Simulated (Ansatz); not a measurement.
A relaxation computed with Ansatz, from input to last step.

```yaml
crystal:
  lattice:
    - [0.0, 2.7808916448, 2.7808916448]
    - [2.7808916448, 0.0, 2.7808916448]
    - [2.7808916448, 2.7808916448, 0.0]
  atoms:
    - { symbol: Ga, position: [0.0, 0.0, 0.0] }
    - { symbol: P, position: [0.25, 0.25, 0.25] }
basis:
  ecutwfc: 420
kpoints:
  mp_grid: { grid: [8, 8, 8] }
hamiltonian:
  xc: pbesol
scf:
  occupations: { method: gaussian, width: 0.02 }
output:
  forces: true
  stress: true
  eigenvalues: true
relax:
  adjacent_minimum: "off"
  f_tol: 0.01
  max_steps: 60
  cell: { stress_tol: 0.1 }
```

```bash
ansatz run input.yaml --threads 1 --pin off --max-ram 2560MiB --backend cpu --events-out ev --progress --plain --runs-dir out
```

Theory: Ansatz, DFT PBEsol, scalar-relativistic, plane waves, PAW.

Of 5 frames 5 are shown, positions in Å and forces in eV/Å; the SCF threshold varies from step to step. Steps run on the plane waves of an earlier cell, with a Pulay correction in the pressure. The basis is chosen afresh for the last frame, the zero of the energies, and at times for earlier ones too; energy and pressure step there, also at an unchanged geometry.

```xyz
2
Lattice="0.0000 2.7809 2.7809 2.7809 0.0000 2.7809 2.7809 2.7809 0.0000" Properties=species:S:1:pos:R:3:forces:R:3 pbc="T T T" step=1 free_energy_over_end_meV_per_atom=22.83 pressure_GPa=-4.92
Ga    0.0000    0.0000    0.0000    0.0000    0.0000    0.0000
P     1.3904    1.3904    1.3904    0.0000    0.0000    0.0000
2
Lattice="0.0000 2.7352 2.7352 2.7352 0.0000 2.7352 2.7352 2.7352 0.0000" Properties=species:S:1:pos:R:3:forces:R:3 pbc="T T T" step=2 free_energy_over_end_meV_per_atom=1.40 pressure_GPa=-1.43
Ga    0.0000    0.0000    0.0000    0.0000    0.0000    0.0000
P     1.3676    1.3676    1.3676    0.0000    0.0000    0.0000
2
Lattice="0.0000 2.7173 2.7173 2.7173 0.0000 2.7173 2.7173 2.7173 0.0000" Properties=species:S:1:pos:R:3:forces:R:3 pbc="T T T" step=3 free_energy_over_end_meV_per_atom=-0.28 pressure_GPa=0.19
Ga    0.0000    0.0000    0.0000    0.0000    0.0000    0.0000
P     1.3586    1.3586    1.3586    0.0000    0.0000    0.0000
2
Lattice="0.0000 2.7193 2.7193 2.7193 0.0000 2.7193 2.7193 2.7193 0.0000" Properties=species:S:1:pos:R:3:forces:R:3 pbc="T T T" step=4 free_energy_over_end_meV_per_atom=-0.29 pressure_GPa=-0.01
Ga    0.0000    0.0000    0.0000    0.0000    0.0000    0.0000
P     1.3597    1.3597    1.3597    0.0000    0.0000    0.0000
2
Lattice="0.0000 2.7193 2.7193 2.7193 0.0000 2.7193 2.7193 2.7193 0.0000" Properties=species:S:1:pos:R:3:forces:R:3 pbc="T T T" step=5 free_energy_over_end_meV_per_atom=0.00 pressure_GPa=-0.01
Ga    0.0000    0.0000    0.0000    0.0000    0.0000    0.0000
P     1.3597    1.3597    1.3597    0.0000    0.0000    0.0000
```

The run took 11 s on 1 thread of Arm Neoverse V1 (shared host), peak memory 0.31 GiB.